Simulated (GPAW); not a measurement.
# BaTiO3 (P1) in GPAW: single point with PBEsol+U

Aim: the single point of BaTiO3 with PBEsol+U.

Program: GPAW 26.7.0. These are calculated values, not measurements. Logs are shortened: lines on timing, memory, paths and dates and some standing lists are left out, and cuts for length are marked. The log counts tension as positive stress, the text compression.

**1. The cell of the first run**

The typed cell holds 5 atoms: a = 3.709 Å, b = 4.185 Å, c = 3.896 Å, α = 89.29°, β = 84.41°, γ = 90.46°.

**2. Single point, PBEsol+U**

Contents of run.py:

```python
from ase import Atoms
from ase.dft.bandgap import bandgap
from ase.io import write
from ase.units import GPa
from gpaw import GPAW, PW, setup_paths

setup_paths.insert(0, '.')

atoms = Atoms(['Ba', 'Ti', 'O', 'O', 'O'],
              cell=[[3.70452014, -0.01640867, 0.18507075],
                    [-0.01640867, 4.18451191, 0.02528513],
                    [0.18591286, 0.02540018, 3.8917432]],
              scaled_positions=[[0.0079135, 0.88261446, 0.95959035],
                                [0.50574944, 0.42212167, 0.59782741],
                                [0.45838189, 0.78893258, 0.98165141],
                                [0.55779954, 0.89570064, 0.46568812],
                                [0.97015564, 0.51063065, 0.4952427]],
              pbc=True)

calc = GPAW(mode=PW(650),
            xc='PBEsol',
            kpts={'size': (5, 5, 5), 'gamma': True},
            occupations={'name': 'fermi-dirac', 'width': 0.05},
            setups={'Ti': ':d,4.5'},
            nbands=36,
            maxiter=120,
            txt='gpaw.txt')
atoms.calc = calc
energy = atoms.get_potential_energy()
forces = atoms.get_forces()
stress = atoms.get_stress()
calc.write('gs.gpw')
write('result.traj', atoms)
print(f'Energy: {energy:.6f} eV')
print('Forces (eV/A):')
print(forces.round(4))
print('Stress (GPa):', (stress / GPa).round(3))
print('Fermi level:', round(calc.get_fermi_level(), 4), 'eV')
print(f'Gap: {bandgap(calc)[0]:.4f} eV, direct: {bandgap(calc, direct=True)[0]:.4f} eV')
```

Potentials or basis: PAW data sets generated in the run's folder for this functional, pw.

Run with:

```bash
$ gpaw-setup -f PBEsol Ba O Ti
$ OMP_NUM_THREADS=1 python run.py
```

gpaw.txt:

```text
__  _  _
 | _ |_)|_||  |
 |__||  | ||/\| - 26.7.0

Input parameters:
  mode=PW(ecut=650.0),
  kpts=MonkhorstPack(size=(5, 5, 5), gamma=True),
  maxiter=120,
  nbands=36,
  occupations=Occupations(name='fermi-dirac', width=0.05),
  setups={'Ti': ':d,4.5'},
  xc=XC(name='PBEsol')

Diagonalizing LCAO Hamiltonian
Converting LCAO to pw mode

        Ba  O

             O
           Ti   O

Atoms  # Å, Bohr magnetons
|   | symbol |        x |        y |        z |    initial magnetic moments |
|---|--------|----------|----------|----------|-----------------------------|
| 0 |     Ba | 0.193233 | 3.717555 | 3.758261 | ( 0.0000,  0.0000,  0.0000) |
| 1 |     Ti | 1.977776 | 1.773259 | 2.430864 | ( 0.0000,  0.0000,  0.0000) |
| 2 |      O | 1.867641 | 3.318710 | 3.925117 | ( 0.0000,  0.0000,  0.0000) |
| 3 |      O | 2.138260 | 3.750746 | 1.938219 | ( 0.0000,  0.0000,  0.0000) |
| 4 |      O | 3.677654 | 2.133400 | 2.119816 | ( 0.0000,  0.0000,  0.0000) |

Unit cell  # Å
| periodic |         x |         y |        z |  lengths |    angles |
|----------|-----------|-----------|----------|----------|-----------|
|      yes |  3.704520 | -0.016409 | 0.185071 | 3.709176 | 89.291392 |
|      yes | -0.016409 |  4.184512 | 0.025285 | 4.184620 | 84.406821 |
|      yes |  0.185913 |  0.025400 | 3.891743 | 3.896264 | 90.460575 |

Number of symmetries: 1
Symmetry operations  # r_c * U_cc + t_c -> r_c
|   | kind |            matrix            |
|---|------|------------------------------|
| 0 |  E   |  1, 0, 0,  0, 1, 0,  0, 0, 1 |

BZ-sampling:
  Number of BZ points: 125
  Number of IBZ points: 63

  Monkhorst-Pack size: [5, 5, 5]
  Monkhorst-Pack shift: [0, 0, 0]

K-points  # in reciprocal-cell coordinates
|     |                                coordinates |     weight |
|-----|--------------------------------------------|------------|
|   0 | (  0.00000000,   0.00000000,   0.00000000) | 0.00800000 |
|   1 | (  0.00000000,   0.00000000,   0.20000000) | 0.01600000 |
|   2 | (  0.00000000,   0.00000000,   0.40000000) | 0.01600000 |
|   3 | (  0.00000000,   0.20000000,  -0.40000000) | 0.01600000 |
|   4 | (  0.00000000,   0.20000000,  -0.20000000) | 0.01600000 |
|   5 | (  0.00000000,   0.20000000,   0.00000000) | 0.01600000 |
|   6 | (  0.00000000,   0.20000000,   0.20000000) | 0.01600000 |
|   7 | (  0.00000000,   0.20000000,   0.40000000) | 0.01600000 |
|   8 | (  0.00000000,   0.40000000,  -0.40000000) | 0.01600000 |
|   9 | (  0.00000000,   0.40000000,  -0.20000000) | 0.01600000 |
| ... |                                            |            |
|  62 | (  0.40000000,   0.40000000,   0.40000000) | 0.01600000 |

Plane wave coefficients: 2276
Cutoff: 650.0 eV

Spin-components: 1 (collinear spins)
Bands:           36
Projectors:      27
Spin-degeneracy: 2
Datatype:        complex128

Parallelization:
  kpt:    1
  domain: 1
  band:   1

Density:
  Valence electrons: 40.0
  Components: 1
  Grid points: [24 25 24]
  Charge: 0.0  # |e|

Potential:
  Grid points: [24 25 24]

species:
  Ba:
    name:    Barium
    Z:       56.0
    valence: 10
    core:    46
    charge:  0.0  # [|e|]
    compensation charges:
      type: gauss
      rc: 0.37  # [Å]
      lmax: 2
    cutoffs:
      filter: 2.06  # [Å]
      core: 2.33  # [Å]
    projectors
    | kind |    occ | energy [eV] | rcut [Å] |
    |------|--------|-------------|----------|
    |   5s |  2.000 |     -33.673 |    1.164 |
    |   6s |  2.000 |      -3.245 |    1.164 |
    |   5p |  6.000 |     -18.749 |    1.164 |
    |    p |        |       0.000 |    1.164 |
    |    d |        |       0.000 |    1.164 |
    |    d |        |      27.211 |    1.164 |

    Using partial waves for Ba as LCAO basis

  Ti:
    name:    Titanium
    Z:       22.0
    valence: 12
    core:    10
    charge:  0.0  # [|e|]
    Hubbard: {U: 4.5,  # eV
              l: 2,
              scale: True}
    compensation charges:
      type: gauss
      rc: 0.38  # [Å]
      lmax: 2
    cutoffs:
      filter: 2.23  # [Å]
      core: 1.02  # [Å]
    projectors
    | kind |    occ | energy [eV] | rcut [Å] |
    |------|--------|-------------|----------|
    |   3s |  2.000 |     -62.441 |    1.270 |
    |   4s |  2.000 |      -4.477 |    1.270 |
    |   3p |  6.000 |     -38.776 |    1.058 |
    |   4p |  0.000 |      -1.449 |    1.058 |
    |   3d |  2.000 |      -4.275 |    1.058 |
    |    d |        |      22.937 |    1.058 |

    Using partial waves for Ti as LCAO basis

  O:
    name:    Oxygen
    Z:       8.0
    valence: 6
    core:    2
    charge:  0.0  # [|e|]
    compensation charges:
      type: gauss
      rc: 0.21  # [Å]
      lmax: 2
    cutoffs:
      filter: 1.17  # [Å]
      core: 0.83  # [Å]
    projectors
    | kind |    occ | energy [eV] | rcut [Å] |
    |------|--------|-------------|----------|
    |   2s |  2.000 |     -23.808 |    0.688 |
    |   2p |  4.000 |      -8.972 |    0.598 |
    |    s |        |       3.404 |    0.688 |
    |    p |        |      18.239 |    0.598 |
    |    d |        |       0.000 |    0.619 |

    Using partial waves for O as LCAO basis

Reference energy: -250490.376484  # eV

eigensolver:
  PPCG
  Converge bands: occupied
  niter=2

density mixing:
  MSR1-Mixer
  Pratt-step length: 0.05
  Maximum mixing coefficient: 0.75
  Old densities: 10
  SVD Regularization: 0.005
  Good broyden scale: 1.0
  Trust region scale: 1.0
  Backstep threshold: 4.0
  History deletion threshold: 6.0
  Fourier metric: weight=20.0, sigma=0.015

occupation numbers:
  Fermi-Dirac:
    width: 0.0500  # eV

poisson solver:
  ecut: 5200.0  # eV

xc functional:
  name: PBEsol with 2 nearest neighbor stencil

convergence criteria:
- Maximum [total energy] change in last 3 cyles: 0.0005 eV / valence electron
- Maximum integral of absolute [dens]ity change: 0.0001 electrons / valence electron
- Maximum integral of absolute [eigenst]ate change: 4e-08 eV^2 / valence electron
maximum number of iterations: 120

SCF iterations
|iter     | |      energy | eigst |  dens |
|---------|-|-------------|-------|-------|
|iter:   1| |  -33.381079 | +0.54 |       |
|iter:   2| |  -30.191269 | -1.21 | -0.79 |
|iter:   3| |  -28.246571 | -0.47 | -0.85 |
|iter:   4| |  -25.034316 | -1.25 | -0.85 |
|iter:   5| |  -24.309734 | -2.21 | -1.27 |
|iter:   6| |  -24.120872 | -2.39 | -1.51 |
|iter:   7| |  -24.132444 | -3.08 | -1.95 |
|iter:   8| |  -24.135862c| -3.89 | -2.22 |
|iter:   9| |  -24.133748c| -3.90 | -2.37 |
|iter:  10| |  -24.136703c| -4.54 | -2.80 |
|iter:  11| |  -24.138873c| -4.62 | -3.10 |
|iter:  12| |  -24.138882c| -5.09 | -2.93 |
|iter:  13| |  -24.139012c| -5.43 | -3.25 |
|iter:  14| |  -24.139034c| -6.51 | -3.74 |
|iter:  15| |  -24.139036c| -7.68c| -4.31c|

Converged in 15 steps
Energy contributions relative to reference atoms: (reference = -250490.376484)

Energy contributions:
  Kinetic:         100.986500
  Coulomb:         -81.166376
  Zero:              0.785368
  External:          0.000000
  Xc:              -44.736859
  Entropy:          -0.015337
  Spinorbit:         0.000000
  ----------------------------
  Free energy:     -24.146704
  Extrapolated:    -24.139036

dipole moment: (-12.316357, 14.388098, 28.331956)  # |e|*Ang

Fermi level: 10.742
Eigenvalues  # (at kpt = [0.000, 0.000, 0.000])
| band index |      eig [eV] | occ [0-2] |
|------------|---------------|-----------|
|          0 |       -48.492 |     2.000 |
|        ... |               |           |
|         12 |         4.745 |     2.000 |
|         13 |         5.406 |     2.000 |
|         14 |         5.644 |     2.000 |
|         15 |         6.484 |     2.000 |
|         16 |         7.622 |     2.000 |
|         17 |         8.478 |     2.000 |
|         18 |         9.731 |     2.000 |
|         19 |        10.059 |     2.000 |
|         20 |        11.115 |     0.001 |
|         21 |        11.807 |     0.000 |
|         22 |        12.994 |     0.000 |
|         23 |        13.325 |     0.000 |
|         24 |        13.390 |     0.000 |
|         25 |        14.259 |     0.000 |
|         26 |        15.478 |     0.000 |
|         27 |        17.521 |     0.000 |
|        ... |               |           |
|         35 |        27.521 |     0.000 |

No gap
No difference between direct/indirect transitions

Forces  # eV/Ang
|         x |        y |        z |
|-----------|----------|----------|
| -11.02685 |  8.03911 |  0.44375 |  # Ba   0
|  -1.13885 | -0.50064 | -2.03510 |  # Ti   1
|   9.82918 | -8.50000 |  0.69388 |  # O    2
|  -1.06655 |  4.56128 |  0.68639 |  # O    3
|   3.40190 | -3.59479 |  0.21034 |  # O    4

Stress tensor  # eV/Ang^3
|         x |         y |         z |
|-----------|-----------|-----------|
| -0.787768 |  0.080758 | -0.010201 |
|  0.080758 | -0.040118 |  0.010511 |
| -0.010201 |  0.010511 | -0.283582 |

# Writing to gs.gpw (mode='')
```

It took 2 min on 1 thread of Arm Neoverse V2, shared host; peak memory 0.27 GiB.

Results:

```yaml
Free_energy: -24.1467 eV
Pressure: 59.4 GPa
Largest_force: 13.653 eV/Å
Band_gap_on_the_k_mesh: none (metal or under the smearing width)
```

Forces on the atoms (eV/Å):
```
Ba  -11.027   8.039   0.444
Ti   -1.139  -0.501  -2.035
O     9.829  -8.500   0.694
O    -1.067   4.561   0.686
O     3.402  -3.595   0.210
```

Caveat: the cutoff is short for stress and forces, so pressures can be off by a GPa or more; U without spin polarisation on a metal has little footing. The run has no spin-orbit coupling, so splittings on Ba are missing.
